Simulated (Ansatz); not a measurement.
## Yb, simple cubic: how the functional moves the structure

All rows: Ansatz, plane waves with scalar-relativistic PAW, 420 eV (500 eV for the SCAN forms), relaxed under each functional, no dispersion correction, no zero-point motion. B₀ comes from uniform scaling at fixed shape; a dash is a value not given.

| functional | V (Å³/atom) | cell | B₀ (GPa) | magnetic state | ΔE to fcc (meV/atom) |
| --- | --- | --- | --- | --- | --- |
| r²SCAN | 35.69 | a = 3.292 Å | 13 | spin not included | 492 |
| PBEsol | 34.32 | a = 3.250 Å | - | spin not included | 525 |
| LDA | 30.64 | a = 3.129 Å | - | spin not included | 509 |
| revPBE | 42.26 | a = 3.483 Å | 10 | spin not included | 507 |
| RPBE | 43.53 | a = 3.518 Å | - | spin not included | 503 |
| BLYP | 42.76 | a = 3.497 Å | - | spin not included | 465 |

(1) What does PBE give?

Semilocal functionals delocalise ytterbium's f shell and shrink the cell.

Answers

(1) V (Å³/atom): 38.94; cell: a = 3.390 Å; magnetic state: spin not included; ΔE to fcc (meV/atom): 517.
